The volume change of a crystal is the percentage by which its cell grows or shrinks when edges and atoms are moved to the lowest energy that a given density functional allows. Here the crystal is wurtzite GaN. Seven functionals were each given the same starting cell, with edges $a = 3.18$ Å in the basal plane and $c = 5.166$ Å along the hexagonal axis, and each relaxed it until forces and stress had almost vanished. The relaxed lengths in the table are the edges at the end of that search. The rows are a selection: runs that failed or met a known fault of the program are left out, and so are some with graver warnings, so the table isn't a full survey of functionals.

VASP 6.6.1 plane-wave DFT calculations with PAW potentials for wurtzite GaN (4-atom cell), relaxing cell and atoms without spin polarisation or spin–orbit coupling. All runs use a 600 eV cutoff, a 12 × 12 × 5 k mesh and Gaussian smearing of 0.03 eV. Volume changes are relative to the starting cell (a = 3.18 Å, c = 5.166 Å).

```
 functional                            potentials  volume change (%)  relaxed length a (Å)  relaxed length c (Å)
        LDA  VASP-PAW-LDA-potentials,-recommended             -1.820                 3.157                 5.147
        PBE  VASP-PAW-PBE-potentials,-recommended              3.880                 3.217                 5.244
     PBEsol  VASP-PAW-PBE-potentials,-recommended              0.320                 3.180                 5.184
       RPBE  VASP-PAW-PBE-potentials,-recommended              6.390                 3.243                 5.284
     r2SCAN  VASP-PAW-PBE-potentials,-recommended              1.100                 3.188                 5.196
       AM05  VASP-PAW-PBE-potentials,-recommended              0.210                 3.178                 5.183
rev-vdW-DF2  VASP-PAW-PBE-potentials,-recommended              2.270                 3.199                 5.220
```

The volume change spans 8.2 percentage points, from a contraction with LDA to an expansion of more than 6 % with RPBE. Stresses left over from the relaxation correspond to only about 0.05 % in volume, if the stiffness of GaN is taken as roughly 200 GPa. The order of the functionals is therefore a real result of the calculation, except that PBEsol and AM05, 0.11 points apart, are best treated as equal. A user who picks a functional for GaN picks a cell size with it, and has to know what drives that choice.

A functional sets the cell size through the way its energy changes with volume. Let functional A have its minimum at the volume $V_A$, and let functional B differ from it by an energy $D(V)$. Near its minimum, the energy of A has the slope $B_0(V-V_A)/V_A$, where $B_0$ is the bulk modulus, the resistance to compression. The minimum of B lies where this slope and the slope of $D$ cancel, which gives

$$\frac{V_B-V_A}{V_A}\approx-\frac{1}{B_0}\frac{dD}{dV}.$$

A weight hung on a spring behaves in the same way: the spring lengthens by the weight divided by its stiffness. A constant part of $D$, however large, moves nothing, and this is one reason why total energies from different functionals can't be used to rank them. The same tug moves a soft crystal further than a stiff one. The picture holds for small shifts, and it doesn't tell where the weight comes from. For that one has to look at the electron density.

LDA treats every small region of the crystal as a piece of uniform electron gas. Real density is uneven, and the unevenness that counts is the reduced gradient $s$, proportional to $|\nabla n|/n^{4/3}$, where $n$ is the density. Gradient-corrected functionals such as PBE make the exchange energy more negative where $s$ is large. When the atoms move apart, the density between them thins out; $n^{4/3}$ in the denominator falls, and $s$ tends to rise there. The exchange term is therefore expected to reward a larger cell, so that $D$ slopes downwards with volume. The gradient term in PBE's correlation pulls the other way, but exchange prevails, and the PBE cell ends up 5.7 points above that of LDA.

The cleanest test of this argument in the table is the step from PBE to RPBE. The two functionals share the same correlation and were run with the same potentials; they differ only in how fast the exchange reward grows with $s$. RPBE's reward grows faster once the gradient is no longer small, and its cell is larger by another 2.5 points. The direction is the one that the argument demands. The potentials were made for PBE, however, so a small part of the step could come from that mismatch, which these runs don't measure. The same reservation holds for the other functionals that were run with PBE potentials, and the step from LDA to PBE changes the potentials together with the functional.

PBEsol turns the same screw the other way. Its gradient term in exchange starts out little more than half as strong as PBE's, because it was designed for the slowly varying density of valence electrons in solids, and its correlation was altered as well. It brings the volume down by 3.6 points from PBE. The price is paid elsewhere: a weaker gradient term describes the energies of free atoms less well, and with them the energy needed to take a crystal apart. AM05 reaches practically the same cell by another route, with a form built from the uniform gas and a model of a surface.

The remaining two functionals add new ingredients. r2SCAN also uses the kinetic-energy density of the orbitals, which lets it tell a covalent bond from a metallic region or a weak contact, and it lands slightly above PBEsol. The functional rev-vdW-DF2 contains a nonlocal correlation that describes dispersion attraction. Whether this attraction shrinks the cell can't be read from the table: the cell is 2 points larger than with PBEsol, but 1.6 points smaller than with PBE. Exchange and correlation are both replaced in this functional, and the table gives only their joint effect. Its exchange starts out as weak as PBEsol's and is expected to push the cell outwards by a similar amount. The nonlocal term is expected to pull inwards, but it takes the place of the gradient term in correlation, which pulls inwards too; a cell larger than PBEsol's suggests that the nonlocal pull is the weaker of the two. Thus the label "van der Waals" is a poor guide to the size of a strongly bonded crystal.

To judge which cell is right, one needs a better zero than the starting cell. AM05 changes that cell least, but this doesn't make it the most accurate, because nothing in these runs vouches for the starting cell. The accepted measured volume at room temperature is, as a rough recalled figure, about 1 % larger. It includes an expansion by zero-point motion and heat, which the calculation omits. This expansion is expected to be worth roughly half a percent or a little more, so the fair target for a calculation with atoms at rest lies between the starting cell and the measured one.

Against either target, PBEsol, AM05 and r2SCAN stay within about 1 % in volume; r2SCAN would reach that limit if the vibrational expansion were larger than assumed here. Their order is another matter: r2SCAN comes closest if the room-temperature cell is the target, while PBEsol and AM05 come closest once vibrations are taken out. GaN alone gives no ground for preferring one of the three. The other functionals miss by more under both readings: rev-vdW-DF2 is 1 to 2 % too large, LDA 2 to 3 % too small, PBE 3 to 3.5 % too large and RPBE between 5 and 6 % too large.

What separates the functionals is almost purely a matter of scale. The ratio $c/a$ differs by only 0.15 % between the functionals, although their volumes differ by so much more. In wurtzite each atom sits in a nearly regular tetrahedron of four neighbours, and a functional that lengthens one bond lengthens the others almost equally. If the cell is taken to scale evenly, the Ga–N bond, about 1.94 Å long in the starting cell, comes out some 0.05 Å longer in the relaxed cell of RPBE than in that of LDA. For the shape of the cell, then, the choice of functional hardly matters; for its size it does. An error of shape that all seven share doesn't show in this spread. All of them raise $c/a$ from 1.625 to about 1.63, while the measured ratio, as recalled, lies near the starting value, so a common error of a few tenths of a percent is likely, more than the functionals differ among themselves.

How much it matters depends on the purpose. For a picture of the bonding, or for a starting structure that will be relaxed again, any of the seven will do. For the density of a film, the error in volume passes directly into the result. For strain the demands are much higher, because the strain of interest in a nitride layer can be a percent or less. The PBE value of $a$ is 1.9 % above that of LDA and 1.2 % above that of PBEsol. Somebody who takes a PBE substrate and grows a PBEsol film on it has built in a strain as large as the one under study.

The remedy is to compute film and substrate with the same functional and to use the difference between them. If both materials are too large by a similar fraction, most of the error drops out of the mismatch. How much drops out for a given pair has to be checked, since a softer partner may respond more strongly to the same functional. Thermal expansion calls for the same care. Heating GaN by a few hundred kelvin lengthens its edges by something of the order of 0.1 %, which is less than the uncertainty in the absolute length from even the best functionals here. A change with temperature can still be computed within one functional; an absolute length can't be trusted to that level.

The cell size also leaks into electronic properties. The band gaps of the same runs, each taken at the functional's own relaxed cell, fall as the cell grows, from 2.11 eV with LDA to 1.62 eV with RPBE; only r2SCAN stands outside this order. A larger cell weakens the overlap between neighbouring atoms, and in GaN this narrows the gap. As a rough recalled value, the gap changes by $-7$ eV per unit of $\ln V$. From the volume changes of LDA and RPBE one obtains

$$\Delta E_\text{gap}\approx-7\ \text{eV}\times\ln\frac{1+0.0639}{1-0.0182}\approx-0.56\ \text{eV}.$$

The computed drop is 0.49 eV, so the difference in volume is large enough to account for most or all of it. The coefficient wasn't adjusted to these rows, but it is uncertain enough that only the size of the effect should be read from the agreement. Single steps agree less well: from PBE to RPBE the gap falls by 0.10 eV where the coefficient gives 0.17 eV.

A functional also acts on the gap directly. AM05 and PBEsol have practically the same cell, yet their gaps differ by 0.10 eV. The effect is much stronger in r2SCAN, whose gap is 0.40 eV above that of PBEsol although its cell is slightly larger, which by itself would lower the gap. The likely reason is that r2SCAN's potential depends on the orbitals through their kinetic-energy density and can therefore shift filled and empty states by different amounts. To separate the two influences fully, one would have to run all functionals at one fixed cell.

None of this rescues the gap itself. Measured gaps of GaN are roughly 3.5 eV, and the seven functionals fall short by 1.2 to 1.9 eV. The missing spin–orbit coupling and lattice vibrations can't close that distance, since both would lower the computed gap a little further. The shortfall reflects a known weakness of this whole class of functionals, which make it too cheap to add or remove an electron that is spread over the whole crystal, so that filled and empty bands end up too close together; r2SCAN repairs only a part of this. The sensible course is to divide the work: relax the cell with a functional that gets the volume right, then compute the gap there with a hybrid functional or a quasiparticle method. With the coefficient used above, a volume that is 3 % too large, as with PBE, would bring an error of about 0.2 eV into that second step.

Cost gives little reason to stay with a poorer cell. LDA, PBE, PBEsol, RPBE and AM05 need nearly the same work for each electronic cycle, because evaluating a gradient is cheap beside solving for the orbitals. The move from PBE to PBEsol thus cuts the volume error from about 3 % to less than 1 % at practically no extra expense. r2SCAN has the kinetic-energy density to handle as well, and at the starting cell it took 22 cycles to converge where PBE took 14. In the later steps the two needed about the same number, and the whole relaxation took 52 cycles against 43; one crystal is thin evidence for a general factor. The nonlocal term of rev-vdW-DF2 adds work on the density grid, and the volume is no better here than with the cheaper PBEsol. For the cell of GaN, PBEsol or AM05 is the economical choice, and r2SCAN can be expected to earn its extra effort where the same study also needs energies of different kinds of bonds.
